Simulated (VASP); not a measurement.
A run of VASP 6.6.1 is set up as follows.

Contents of INCAR:

```
  ALGO = Fast
  DIPOL = 0.5 0.5 0.500
  EDIFF = 1E-6
  ENCUT = 520
  GGA = PS
  ICORELEVEL = 1
  IDIPOL = 3
  ISIF = 2
  ISMEAR = 0
  KPAR = 2
  LASPH = True
  LCHARG = False
  LDIPOL = True
  LREAL = False
  LVACPOTAV = True
  LVHAR = True
  LWAVE = False
  NBANDS = 61
  NELM = 80
  PREC = Accurate
  SIGMA = 0.03
```

File KPOINTS:

```
k-points
0
Gamma
  6 6 1
```

The input POSCAR:

```
PbSe                                    
1.0
    4.3161656500      0.0000000000      0.0000000000
    0.0000000000      4.3161656500      0.0000000000
    0.0000000000      0.0000000000     27.2079600000
  Pb              Se            
     5     5
Direct
     0.5000000000000000    0.5000000000000000    0.2801660834942455
     0.0000000000000000    0.0000000000000000    0.3849435023525251
     0.5000000000000000    0.5000000000000000    0.5000000000000000
     0.0000000000000000    1.0000000000000000    0.6150564976474749
     0.5000000000000000    0.5000000000000000    0.7198339165057547
     0.0000000000000000    0.0000000000000000    0.2772882558983737
     0.5000000000000000    0.5000000000000000    0.3862504660269073
     1.0000000000000000    0.0000000000000000    0.5000000000000000
     0.5000000000000000    0.5000000000000000    0.6137495339730926
     0.0000000000000000    0.0000000000000000    0.7227117441016261
```

Potentials or basis: VASP PAW PBE potentials, release 64 (Pb_d, Se).

Command:

```sh
$ cat potpaw_PBE.64/Pb_d/POTCAR potpaw_PBE.64/Se/POTCAR > POTCAR
$ mpirun -np 2 vasp_std > vasp.out
```

**Question.** Predict the largest force.

**Answer.** 0.020 eV/Å.

**Question.** Estimate the ionisation potential of the upper face.

**Answer.** 4.48 eV.

Core levels (eV, on the scale of the bands):
| atom | levels |
| --- | --- |
| 1 Pb | 1s -88086.7, 2s -15748.2, 2p -13502.9, 3s -3776.4, 3p -3132.9, 3d -2478.0, 4s -850.9, 4p -640.1, 4d -396.5, 4f -127.6, 5s -138.7, 5p -80.4 |
| 2 Pb | 1s -88086.5, 2s -15748.0, 2p -13502.7, 3s -3776.2, 3p -3132.8, 3d -2477.8, 4s -850.8, 4p -640.0, 4d -396.4, 4f -127.4, 5s -138.6, 5p -80.3 |
| 3 Pb | 1s -88086.7, 2s -15748.2, 2p -13502.9, 3s -3776.4, 3p -3133.0, 3d -2478.0, 4s -851.0, 4p -640.2, 4d -396.6, 4f -127.6, 5s -138.8, 5p -80.5 |
| 4 Pb | 1s -88086.5, 2s -15748.0, 2p -13502.7, 3s -3776.2, 3p -3132.8, 3d -2477.8, 4s -850.8, 4p -640.0, 4d -396.4, 4f -127.4, 5s -138.6, 5p -80.3 |
| 5 Pb | 1s -88086.7, 2s -15748.2, 2p -13502.9, 3s -3776.4, 3p -3132.9, 3d -2478.0, 4s -850.9, 4p -640.1, 4d -396.5, 4f -127.6, 5s -138.7, 5p -80.4 |
| 6 Se | 1s -12496.2, 2s -1599.7, 2p -1406.0, 3s -206.3, 3p -145.8, 3d -46.0 |

Caveat: the PAW data sets were made with another functional, which shifts forces and pressure a little; spin-orbit coupling is left out, which as a rule narrows the gap of such compounds by several tenths of an eV.
